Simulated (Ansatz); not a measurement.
Crystal: Eu, fcc type, 1 atom in the cell.

Level of theory: PBE, plane waves, PAW datasets (earlier set, tuned by hand) (Ansatz).

Cutoff 660 eV; k-mesh 20×20×20 Γ-centred; Fermi–Dirac smearing of 0.0612 eV; no spin polarisation; no spin–orbit coupling.

(1) What equilibrium volume, lattice constant and bulk modulus does this give?

## Answers

(1) V₀ = 24.990 Å³/atom (a₀ = 4.641 Å), B₀ = 17.4 GPa, B₀′ = 3.70. The points behind the fit:

```tsv
V (Å³/atom)	a (Å)	E − E(min) (meV/atom)	P (GPa)
23.476	4.5453	5.48	1.22
23.976	4.5773	2.38	0.78
24.475	4.6089	0.59	0.38
24.975	4.6400	0.00	0.01
25.474	4.6708	0.49	-0.32
25.974	4.7011	1.97	-0.62
26.473	4.7310	4.36	-0.90
```

The published all-electron PBE values for this crystal (mean of FLEUR and WIEN2k, k-spacing 0.06 Å⁻¹; Bosoni et al., Nat. Rev. Phys. 6, 45 (2024)) are V₀ = 24.992 Å³/atom, B₀ = 17.4 GPa, B₀′ = 3.70. This run's mesh is coarser (spacing 0.12 Å⁻¹), so part of any difference comes from k-sampling.

The stress includes the program's correction for the finite plane-wave basis.

This cubic structure is a model: it isn't the usual form of the substance at ambient conditions, and such phases are metastable or hypothetical. The k-mesh is modest, so these values aren't fully converged in k. The open f shell is treated without spin here, so this is a model state and not the ground state.
